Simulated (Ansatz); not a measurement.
RuO$_{2}$ (rutile, space group No. 136) at seven volumes, LDA in the plane-wave PAW code Ansatz, shape and atoms relaxed at each. One row is withheld.

| V (Å³/atom) | P (GPa) |
|---|---|
| 9.133 | 35.06 |
| 9.434 | ? |
| 9.735 | 9.82 |
| 10.036 | 0.00 |
| 10.337 | -8.30 |
| 10.638 | -15.29 |
| 10.939 | -21.15 |

**Question.** Fit the shown pressures and predict the withheld one.

**Answer.** P = (3/2)B₀(x^(7/2) − x^(5/2))[1 + (3/4)(B′ − 4)(x − 1)] with x = (V₀/V)^(2/3). Least squares on the six rows gives V₀ = 10.036 Å³/atom, B₀ = 299 GPa, B′ = 4.59. At V = 9.434, x = 1.0421 and P = 21.32 GPa. The run itself gave 21.41 GPa.

Space group P4_2/mnm (rutile). The LDA relaxation kept the symmetry of its start; of distortions, only those at the zone centre were tested. No spin polarisation was allowed.

Potentials: the later of the program's two PAW sets.
